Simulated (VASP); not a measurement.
The system is MgSn2N2.

```xyz
5
Lattice="4.1234 0.0000 0.0000 0.0000 4.1234 0.0000 0.0000 0.0000 5.5667" Properties=species:S:1:pos:R:3 pbc="T T T"
Mg    0.0000    0.0000    5.2681
Sn    2.0617    0.0000    1.3957
Sn    0.0000    2.0617    1.3957
N     2.0617    0.0000    3.2075
N     0.0000    2.0617    3.2075
```

The cell was built by a generator and needn't be a form met in nature.

| Property | Result |
| --- | --- |
| Program | VASP 6.6.1 |
| Task | relaxation of cell and atoms |
| Functional | PBE |
| Potentials or basis | VASP PAW PBE potentials, release 64 (Mg, Sn_d, N) |
| Cutoff | 520 eV |
| k mesh | 4 × 4 × 3 |
| Occupations | gaussian, width 0.15 eV |
| Spin | no spin polarisation |

At the start: pressure 19.1 GPa; volume 18.93 Å³/atom.

**Question.** How do energy, volume and symmetry change on relaxing?

**Answer.** Over 17 steps the energy falls by 1051.4 meV/atom and the volume is 18.88 Å³/atom (-0.3 %); space group P4mm (No. 99, to 0.05 Å).

Step by step:
| step | energy change (eV) | largest force (eV/Å) | pressure (GPa) | volume (Å³) |
| --- | --- | --- | --- | --- |
| 1 | 0.0000 | 6.6777 | 19.07 | 94.65 |
| 2 | 0.4145 | 3.1759 | -10.83 | 128.36 |
| 3 | -0.4766 | 3.3919 | -9.74 | 119.43 |
| 4 | -1.1133 | 3.5813 | -7.48 | 112.92 |
| 5 | -1.6535 | 4.1677 | -1.17 | 103.56 |
| 6 | -2.7441 | 3.4289 | -4.17 | 105.76 |
| 7 | -4.3499 | 1.6904 | -3.77 | 111.56 |
| 8 | -5.0521 | 0.2895 | -5.11 | 105.08 |
| 9 | -5.0888 | 0.4694 | -5.09 | 103.43 |
| 10 | -5.1481 | 0.8781 | 3.87 | 91.77 |
| 11 | -5.2099 | 0.5423 | -0.35 | 96.34 |
| 12 | -5.2096 | 0.5265 | -0.77 | 96.48 |
| 13 | -5.2312 | 0.4050 | -0.42 | 95.64 |
| 14 | -5.2443 | 0.2383 | -0.08 | 94.49 |
| 15 | -5.2545 | 0.1225 | 0.58 | 93.78 |
| 16 | -5.2545 | 0.1295 | 0.41 | 93.82 |
| 17 | -5.2569 | 0.0271 | -0.29 | 94.38 |

Final structure:
```cif
data_structure
_symmetry_space_group_name_H-M 'P 1'
_symmetry_Int_Tables_number 1
_cell_length_a 4.2513
_cell_length_b 4.2513
_cell_length_c 5.2217
_cell_angle_alpha 90.000
_cell_angle_beta 90.000
_cell_angle_gamma 90.000
_cell_volume 94.38
loop_
_atom_site_label
_atom_site_type_symbol
_atom_site_fract_x
_atom_site_fract_y
_atom_site_fract_z
_atom_site_occupancy
Mg1 Mg 0.00000 0.00000 0.74365 1
Sn1 Sn 0.50000 0.00000 0.26162 1
Sn2 Sn 0.00000 0.50000 0.26162 1
N1 N 0.50000 0.00000 0.66665 1
N2 N 0.00000 0.50000 0.66665 1
```

Caveat: the k mesh is coarse (spacing up to 0.38 Å⁻¹), so the values aren't converged; the relaxation stopped at a loose force limit of 0.08 eV/Å, so its end isn't a converged minimum.
